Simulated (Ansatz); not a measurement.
Ansatz input

```yaml
crystal:
  lattice:
    - [4.3249522305, 0.0, 0.0]
    - [-2.1624761152, 3.7455185018, 0.0]
    - [0.0, 0.0, 2.717271758]
  atoms:
    - { symbol: Ru, position: [1.0, 1.0, 0.0], spin: 1.0 }
    - { symbol: Ru, position: [0.3333333333, 0.6666666667, 0.5], spin: 1.0 }
    - { symbol: Ru, position: [0.6666666667, 0.3333333333, 0.5], spin: 1.0 }
hamiltonian:
  xc: pbe
  pseudopotentials:
    kind: paw
    azcp:
      Ru: "pseudopotentials/Ru.paw.azcp"
basis:
  ecutwfc: 420
  fft_grid_basis: typed
kpoints:
  mp_grid: { grid: [11, 11, 15], shift: [0, 0, 0] }
magnetization:
  spin_polarized: true
scf:
  occupations: { method: fermi_dirac, width: 0.05 }
output:
  stress: true
```

and its output:

```
Engine: ansatz 0.2.0, aarch64-unknown-linux-gnu
Pseudopotentials: kind: paw
Pseudopotential: Ru, paw, valence charge 16, recommended cutoff 420 eV (normal) 
Functional definition: PBE
  parameter kappa = 0.804
  parameter beta = 0.06672455060314922
  exchange = pbe_x(kappa = kappa, mu = beta*pi^2/3)
  correlation = pbe_c(beta = beta)
Crystal: 3 atoms, lattice volume = 44.018 Å³
Basis set: ecut = 420 eV, 903 PW (Γ)
Bands: 31, of which v1, the nominal top of the filled ones, is band 24 counted from 1 (23 counted from 0)
Symmetry: 24 space group operations
Space group: P6/mmm (ITA 191), of the structure as read, at distance tolerance 3.5e-5 Å
Magnetic group: BNS 191.233 (UNI 1463), of the structure as read, at distance tolerance 3.5e-5 Å
k-points: 128 of 1815
Non-local potential: Ru, projectors of the file, l = 0: 3, l = 1: 2, l = 2: 2, l = 3: 1
PAW form: soft (Blöchl's): semilocal exchange-correlation on the pseudo side does not see the compensation charge
PAW one-centre angular grid: Ru, 590 points (default); XC on 64 Gauss nodes
Initial density: superposition of atomic densities (chi_scale 0.1, normalization cell)
Starting moments: Σ|m| = 3 μB on 3 of 3 sites
Initial wavefunctions: pseudopotential atomic-orbital guess
Functional: x = pbe(κ = 0.804, μ = 0.2195149727645171), c = pbe(β = 0.06672455060314922)
SCF iter   1: F=—  HF=-17638.388964 eV  |F-HF|=—  |Δ(HF+E_count)|=         —  Δρ=9.37e-2 (↑9.37e-2 ↓3.96e-2)  dr2=5.67e0  dr2_m=7.91e-1  M=0.405 μB ∫|m|=0.405 μB  β_m=0.30  ethr=3.10e-3  ⟨swp⟩=5.1  Hψ=27719  notcnv=0
Mixer restart at iter 1: flushing history
SCF iter   2: F=—  HF=-17636.356266 eV  |F-HF|=—  |Δ(HF+E_count)|=    2.03e0  Δρ=6.43e-2 (↑6.43e-2 ↓2.76e-2)  dr2=2.50e0  dr2_m=4.13e-1  M=0.337 μB ∫|m|=0.337 μB  β_m=0.60  ethr=3.10e-3  ⟨swp⟩=2.8  Hψ=14873  notcnv=0  defer=92
SCF iter   3: F=—  HF=-17635.260331 eV  |F-HF|=—  |Δ(HF+E_count)|=    1.10e0  Δρ=7.36e-3 (↑6.81e-3 ↓7.36e-3)  dr2=1.30e-2  dr2_m=1.23e-2  M=0.092 μB ∫|m|=0.094 μB  β_m=0.80  ethr=3.10e-3  ⟨swp⟩=2.3  Hψ=14460  notcnv=0  defer=92
SCF iter   4: F=—  HF=-17635.250392 eV  |F-HF|=—  |Δ(HF+E_count)|=   9.94e-3  Δρ=2.92e-3 (↑2.58e-3 ↓2.92e-3)  dr2=2.04e-2  dr2_m=2.32e-4  M=0.016 μB ∫|m|=0.023 μB  β_m=0.65  ethr=2.72e-5  ⟨swp⟩=2.1  Hψ=17893  notcnv=0  defer=60
SCF iter   5: F=—  HF=-17635.248984 eV  |F-HF|=—  |Δ(HF+E_count)|=   1.41e-3  Δρ=2.49e-3 (↑2.49e-3 ↓1.86e-3)  dr2=1.45e-2  dr2_m=1.85e-4  M=0.015 μB ∫|m|=0.021 μB  β_m=0.48  ethr=2.72e-5  ⟨swp⟩=2.0  Hψ=14299  notcnv=0  defer=60
SCF iter   6: F=—  HF=-17635.248036 eV  |F-HF|=—  |Δ(HF+E_count)|=   9.48e-4  Δρ=1.19e-3 (↑1.19e-3 ↓7.93e-4)  dr2=2.55e-3  dr2_m=9.19e-5  M=0.010 μB ∫|m|=0.015 μB  β_m=0.74  ethr=2.72e-5  ⟨swp⟩=1.0  Hψ=7985  notcnv=0  defer=60
SCF iter   7: F=—  HF=-17635.247907 eV  |F-HF|=—  |Δ(HF+E_count)|=   1.29e-4  Δρ=3.46e-4 (↑3.46e-4 ↓1.64e-4)  dr2=1.34e-4  dr2_m=1.46e-5  M=0.004 μB ∫|m|=0.006 μB  β_m=0.79  ethr=5.31e-6  ⟨swp⟩=1.8  Hψ=8470  notcnv=0  defer=60
SCF iter   8: F=—  HF=-17635.247906 eV  |F-HF|=—  |Δ(HF+E_count)|=   1.50e-6  Δρ=7.12e-5 (↑7.12e-5 ↓3.97e-5)  dr2=3.61e-6  dr2_m=4.95e-7  M=0.001 μB ∫|m|=0.001 μB  β_m=0.86  ethr=2.80e-7  ⟨swp⟩=2.1  Hψ=10012  notcnv=0  defer=60
SCF iter   9: F=—  HF=-17635.247905 eV  |F-HF|=—  |Δ(HF+E_count)|=   1.02e-6  Δρ=1.49e-5 (↑1.12e-5 ↓1.49e-5)  dr2=6.11e-8  dr2_m=5.33e-8  M=0.000 μB ∫|m|=0.000 μB  β_m=0.88  ethr=7.52e-9  ⟨swp⟩=2.0  Hψ=13712  notcnv=0  defer=60
SCF iter  10: F=—  HF=-17635.247905 eV  |F-HF|=—  |Δ(HF+E_count)|=   2.47e-8  Δρ=2.19e-6 (↑1.79e-6 ↓2.19e-6)  dr2=2.17e-9  dr2_m=1.11e-9  M=0.000 μB ∫|m|=0.000 μB  β_m=0.86  ethr=1.27e-10  ⟨swp⟩=2.0  Hψ=14247  notcnv=0  defer=60
SCF iter  11: F=—  HF=-17635.247905 eV  |F-HF|=—  |Δ(HF+E_count)|=  4.37e-10  Δρ=5.12e-7 (↑5.12e-7 ↓4.51e-7)  dr2=1.61e-10  dr2_m=3.50e-11  M=0.000 μB ∫|m|=0.000 μB  β_m=0.83  ethr=4.53e-12  ⟨swp⟩=2.1  Hψ=12790  notcnv=0  defer=60
SCF iter  12: F=-17635.247905 eV  HF=-17635.247905 eV  |F-HF|=8.00e-11  |Δ(HF+E_count)|=  5.09e-11  Δρ=1.85e-7 (↑1.85e-7 ↓1.43e-7)  dr2=8.71e-11  dr2_m=1.14e-12  M=-0.000 μB ∫|m|=0.000 μB  ethr=1.00e-12  ⟨swp⟩=1.0  Hψ=22148  notcnv=0
SCF 1 converged in 12 iterations: F = -17635.247905 eV  dr2 = 8.71e-11
WARN: the starting moments were not kept: the SCF closed with an absolute magnetisation of 2.0e-6 μB, where they sum to 3 μB in size (3 sites). That is at most 0.1 of that sum. Measured as dr2_m measures the in/out step, that magnetisation stands 6.6e-13 eV from none, at or under the dr2_threshold of 1.0e-7 eV: it is no larger than a step whose dr2_m would equal this threshold. The system may hold no moment; this SCF shows only that its start led to no more than that. To try another start: raise the starting moments (crystal.atoms[].spin, magnetization.per_species, magnetization.initial_magnetization, or on a non-collinear deck that types none of these the spinor_matrix: blocks that start its atoms; where the total moment is fixed, keep their sum and leave initial_magnetization as it is; typed ones take the place of any that the run laid by itself, positive ones on a crystal's lanthanoids without a Hubbard term where scf.initial_density.shell_occupations: [] is typed) or, if the notice of its spin-set hold's release reads "site moments contracting" or "site moments show no strong build", lengthen the hold (scf.mixing.spin_hold: { on: { confirm: 4 } }; for m-r²SCAN on two components see the key's manual first). Each may lead to a state that holds a moment. A second SCF, from the converged charge density, with the starting moments and any scf.initial_density.shell_occupations laid on it anew, would have followed, and was not run: the deck does not ask for one (magnetization.retry_lost_moments is false, the default). To let it run, set magnetization.retry_lost_moments: true and run the deck again, where that key's refused combinations let it; where memory then withholds it, that run's warning says so.
SCF converged after 12 iterations
Magnetization: -0.0000 μB (24.0000 up, 24.0000 down)
Absolute magnetization: 0.0000 μB (∫|ρ↑−ρ↓|, with the PAW one-centre terms)
Spin contamination: 0.0000 ħ² per cell (⟨S²⟩ above its minimum at these occupations)
Per-site moments (μB) at R_I (Å): [(-5.210785117398056e-7, 1.120874600175), (-4.4880230242763044e-7, 1.0300175879904858), (-4.488023024276307e-7, 1.0300175879904858)]
Free energy (F): -17635.247905 eV
Harris-Foulkes:  -17635.247905 eV  (|F-HF|=8.00e-11)
Internal energy: -17635.215554 eV  (E = F + TS)
E sigma→0 (E₀):  -17635.231729 eV
Entropy (-TS):   -0.032351 eV (-10.784 meV/atom)
Fermi energy:    21.536011 eV
--- Per-component energies (eV) ---
  E_band       = -250.921492
  E_kinetic    = 1536.804693
  E_local      = -4042.501445  (includes V_loc(G=0)·N_el)
  E_nonlocal   = 1029.965687
  E_hartree    = 1302.007396
  E_xc         = -569.003591
  E_vxc        = -714.076932  (∫ρ·V_xc dr)
  E_paw        = -10382.263499  (= ΣΔE_a)
  E_vpaw       = -665.127690  (= ΣTr[D̂ρ^β])
  E_aug_tail   = -0.000478  (compensation charges beyond the density's cutoff)
  E_ewald      = -6510.224318
  E_smearing   = -0.032351  (= −TS)
  E_closure    = 0.000000  (closes the sum)
  Σ components = -17635.247905   (vs F -17635.247905, Δ=0.00e0)
--- Stress (GPa, compression-positive) ---
      -11.069156       0.000000      -0.000000
       -0.000000     -11.069156       0.000000
       -0.000000       0.000000      -9.294608
  P = ⅓ Tr σ = -10.4776 GPa (-104.776 kbar)
```
